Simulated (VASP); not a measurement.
Here is a VASP 6.6.1 calculation.

The input INCAR:

```
PREC = Accurate ; ENCUT = 600
EDIFF = 1E-7 ; ISMEAR = 0
SIGMA = 0.03 ; LREAL = False
LASPH = True ; NELM = 150
ALGO = Normal ; ISIF = 2
LWAVE = False ; LCHARG = False
ISPIN = 2 ; MAGMOM = 5 5 0 0 0 0
LORBIT = 11 ; LMAXMIX = 4
METAGGA = R2SCAN ; LMIXTAU = True
NBANDS = 40 ; AMIX = 0.2
BMIX = 1E-4 ; AMIX_MAG = 0.8
BMIX_MAG = 1E-4 ; KPAR = 2
```

File KPOINTS:

```
regular mesh
0
Gamma
  6 6 8
```

POSCAR

```
MnF2
1.0
    4.8738000000      0.0000000000      0.0000000000
    0.0000000000      4.8738000000      0.0000000000
    0.0000000000      0.0000000000      3.3107000000
Mn F
2 4
Direct
    0.0000000000      0.0000000000      0.0000000000
    0.5000000000      0.5000000000      0.5000000000
    0.3053000000      0.3053000000      0.0000000000
    0.1947000000      0.8053000000      0.5000000000
    0.6947000000      0.6947000000      0.0000000000
    0.8053000000      0.1947000000      0.5000000000
```

Potentials or basis: VASP PAW PBE potentials, release 64 (Mn_pv, F).

Run with:

```console
$ cat potpaw_PBE.64/Mn_pv/POTCAR potpaw_PBE.64/F/POTCAR > POTCAR
$ mpirun -np 2 vasp_std > vasp.out
```

**Question.** Predict the largest force.

**Answer.** 0.019 eV/Å.

**Question.** Estimate the band gap on the k mesh.

**Answer.** 1.79 eV, direct.

Forces on the atoms (eV/Å):
```
Mn   0.000  0.000  0.000
Mn   0.000  0.000  0.000
F   -0.014 -0.014  0.000
F    0.014 -0.014  0.000
F    0.014  0.014  0.000
F   -0.014  0.014  0.000
```

Caveat: the PAW data sets were made with another functional, which shifts forces and pressure a little; only a ferromagnetic start was run, and an antiferromagnetic order may lie lower in energy. r2SCAN opens gaps a little over a GGA but as a rule still falls short of measured ones.
